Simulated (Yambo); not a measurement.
A run of Yambo 5.3.0 is set up as follows.

The input optics2.in:

```
optics
chi
Chimod= "HARTREE"
% BndsRnXd
 1 | 49 |
%
NGsBlkXd= 3 Ry
% LongDrXd
 0 | 0 | 1 |
%
% QpntsRXd
 1 | 1 |
%
% EnRngeXd
 0 | 20 | eV
%
% DmRngeXd
 0.1 | 0.1 | eV
%
ETStpsXd= 200
```

File scf.in:

```
&CONTROL
  calculation = 'scf'
  prefix = 'pwscf'
  outdir = './tmp'
  pseudo_dir = './pseudo'
/
&SYSTEM
  ibrav = 0
  nat = 3
  ntyp = 1
  ecutwfc = 86
  nbnd = 33
  occupations = 'smearing'
  smearing = 'fd'
  degauss = 0.00367493
  force_symmorphic = .true.
/
&ELECTRONS
  conv_thr = 6d-10
  electron_maxstep = 120
  mixing_beta = 0.5
/
ATOMIC_SPECIES
Se    78.9710 Se.upf
CELL_PARAMETERS angstrom
   4.3662000000    0.0000000000    0.0000000000
  -2.1831000000    3.7812401180    0.0000000000
   0.0000000000    0.0000000000    4.9536000000
ATOMIC_POSITIONS crystal
Se     0.7746000000    0.7746000000    0.0000000000
Se     0.0000000000    0.2254000000    0.6666666667
Se     0.2254000000    0.0000000000    0.3333333333
K_POINTS automatic
6 6 6 0 0 0
```

Contents of nscf.in:

```
&CONTROL
  calculation = 'nscf'
  prefix = 'pwscf'
  outdir = './tmp'
  pseudo_dir = './pseudo'
/
&SYSTEM
  ibrav = 0
  nat = 3
  ntyp = 1
  ecutwfc = 86
  nbnd = 54
  occupations = 'fixed'
  force_symmorphic = .true.
/
&ELECTRONS
  conv_thr = 1d-08
  diago_full_acc = .true.
  diago_thr_init = 1d-06
/
ATOMIC_SPECIES
Se    78.9710 Se.upf
CELL_PARAMETERS angstrom
   4.3662000000    0.0000000000    0.0000000000
  -2.1831000000    3.7812401180    0.0000000000
   0.0000000000    0.0000000000    4.9536000000
ATOMIC_POSITIONS crystal
Se     0.7746000000    0.7746000000    0.0000000000
Se     0.0000000000    0.2254000000    0.6666666667
Se     0.2254000000    0.0000000000    0.3333333333
K_POINTS automatic
3 3 4 0 0 0
```

Potentials or basis: PseudoDojo 0.4.1 SR PBE standard.

Run with:

```console
$ OMP_NUM_THREADS=1 pw.x -in scf.in > scf.out
$ OMP_NUM_THREADS=1 pw.x -in nscf.in > nscf.out
$ cd tmp/pwscf.save; p2y; mv SAVE ../..; cd ../..
$ OMP_NUM_THREADS=1 yambo
$ OMP_NUM_THREADS=1 yambo -F optics2.in -J optics2 -C optics2_out
```

Problem. Estimate the electronic dielectric constant along the field.

Solution. 14.46.

Problem. Predict the electronic dielectric constant along the field, independent particles.

Solution. 15.64.

Problem. Predict the band gap on the k mesh, mean-field level.

Solution. 1.23 eV, direct.

Dielectric function (along the field direction of the input):
```csv
energy (eV),real part,imaginary part
0.30,14.61,0.46
0.90,16.08,0.68
1.61,23.34,2.82
2.31,9.54,6.72
3.02,10.85,33.58
3.62,-6.11,16.28
4.32,-5.31,8.61
5.03,-2.28,3.56
5.73,1.74,4.18
6.33,0.86,3.51
7.04,0.34,6.72
7.74,-4.51,4.99
8.44,-1.22,3.43
9.05,-3.75,2.91
9.75,-2.50,1.02
10.45,-0.66,1.99
11.16,-1.16,1.50
11.76,-0.92,1.07
12.46,-0.35,0.75
13.17,-0.24,0.94
13.87,-0.33,0.73
14.47,-0.34,0.63
15.18,-0.12,0.44
15.88,0.03,0.45
16.58,0.24,0.48
17.19,0.07,0.44
17.89,0.19,0.44
18.59,0.13,0.47
19.30,0.18,0.64
20.00,0.11,0.29
```

Caveat: the k mesh is coarse (spacing up to 0.55 Å⁻¹), so the values aren't converged; this k mesh misses the band edges, so its gaps are larger than the crystal's; spectra need much finer meshes, so this one isn't converged; these spectra lack excitons; an odd mesh through Γ misses points on the zone boundary, where band edges often lie.
